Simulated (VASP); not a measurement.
The system is SiC.

```
C Si
1.0
     0.00000    2.17863    2.17863
     2.17863    0.00000    2.17863
     2.17863    2.17863    0.00000
C Si
1 1
Direct
  0.75000 0.75000 0.75000
  0.50000 0.50000 0.50000
```

The cell was built by a generator and isn't the measured one.

Base run:

- Program: VASP 6.6.1
- Functional: PBEsol
- Potentials or basis: VASP PAW PBE potentials, release 64 (C, Si)
- Cutoff: 520 eV
- k mesh: 9 × 9 × 9
- Occupations: gaussian, width 0.02 eV
- Spin: no spin polarisation

Its results: band gap on the k mesh 1.38 eV, indirect (least direct gap 4.52 eV).

Q: The run is repeated on the same cell with these changes: functional from PBEsol to HSE06; k mesh from 9 × 9 × 9 to 8 × 8 × 8. What comes out?

A: Band gap on the k mesh 2.25 eV, indirect (least direct gap 5.75 eV).

Several settings changed at once, so the effect can't be laid on one alone.

Caveats: the mesh misses the band edges, which the band path finds closer together (some runs).
